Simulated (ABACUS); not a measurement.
The system is Pt.

```
CELL_PARAMETERS angstrom
0.00000 1.96090 1.96090
1.96090 0.00000 1.96090
1.96090 1.96090 0.00000
ATOMIC_POSITIONS crystal
Pt 0.00000 0.00000 0.00000
```

- Program: ABACUS 3.10.1
- Task: relaxation of cell and atoms
- Functional: BLYP
- Potentials or basis: SG15 ONCV 1.2 PBE
- Cutoff: 1361 eV
- Density cutoff: 5442 eV
- Basis: DZP LCAO (the cutoffs set its grid)
- k mesh: 11 × 11 × 11
- Occupations: fermi-dirac, width 0.05 eV
- Spin: no spin polarisation

At the start: pressure 27.8 GPa; volume 15.08 Å³/atom.

Q: How do energy, volume and symmetry change on relaxing?

A: Over 6 steps the energy falls by 132.2 meV/atom and the volume is 16.79 Å³/atom (+11.4 %); space group Fm-3m (No. 225, to 0.05 Å).

Step by step:
```csv
step,energy change (eV),largest force (eV/Å),pressure (GPa),volume (Å³)
1,0.0000,0.0000,27.80,15.08
2,0.3648,0.0000,-23.76,21.81
3,-0.1308,0.0000,-2.23,17.00
4,-0.1308,0.0000,-2.23,17.00
5,-0.1287,0.0000,3.76,16.48
6,-0.1322,0.0000,-0.02,16.79
```

Final structure:
```
Pt
1.0
     0.00000    2.03252    2.03252
     2.03252    0.00000    2.03252
     2.03252    2.03252    0.00000
Pt
1
Cartesian
  0.0000 0.0000 0.0000
```

Caveat: the atomic orbitals were generated for these runs and aren't a published set; the potentials were made for another functional, which shifts forces and pressure; the volume moved by +11 % from the deposited cell, more than functionals usually miss; the basis of atomic orbitals isn't converged, which shifts pressures, moduli and gaps.
